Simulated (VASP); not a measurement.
CoO: single point with PBE

Crystal: CoO.

```
Co O
1.0
     1.50547    0.86918    2.43993
    -1.50547    0.86918    2.43993
     0.00000   -1.73837    2.43993
Co O
1 1
Direct
  0.00000 0.00000 0.00000
  0.50000 0.50000 0.50000
```

The cell is a database's computed one.

| Property | Result |
| --- | --- |
| Program | VASP 6.6.1 |
| Task | single point |
| Functional | PBE |
| Potentials or basis | VASP PAW PBE potentials, release 64 (Co, O) |
| Cutoff | 520 eV |
| k mesh | 11 × 11 × 11 |
| Occupations | fermi-dirac, width 0.05 eV |
| Spin | collinear spin, ferromagnetic start |
| Starting moments | [3.5, 0.0] μB |

| Quantity | Value |
| --- | --- |
| Pressure | -0.8 GPa |
| Band gap on the k mesh | none (metal or under the smearing width) |
| Net moment | 2.87 μB per cell |
| Site moments | Co +2.54; O +0.29 μB |
| Valence electrons inside the program's atomic spheres | Co 7.81; O 4.98 |

Stress tensor (GPa, compression positive):
```
-0.67  0.00  0.00
 0.00 -0.67  0.00
 0.00  0.00 -1.07
```

Levels at points of the mesh, in eV from the Fermi level:
Spin up:
```
           k point  band 5  band 6  band 7  band 8  band 9  band 10  band 11  band 12  band 13
(0.00, 0.00, 0.00)   -3.16   -3.12   -3.07   -3.07   -3.02     1.05    16.89    18.14    18.14
```
Spin down:
```csv
k point,band 3,band 4,band 5,band 6,band 7,band 8,band 9,band 10
"(0.00, 0.00, 0.00)",-2.62,-2.57,-1.12,-1.12,-1.10,0.06,0.06,1.58
```

It took 41 s on 1 thread of Intel(R) Xeon(R) 6975P-C (Granite Rapids) (shared host), peak memory 0.18 GiB.

Caveat: a cell with one magnetic atom can't hold antiferromagnetic order, which such compounds often take; semilocal functionals often make such compounds metallic where correlation or magnetic order opens a gap, which also shifts bond lengths. With open d or f shells a metallic result of PBE can be an artefact of self-interaction; +U or a hybrid may open a gap.
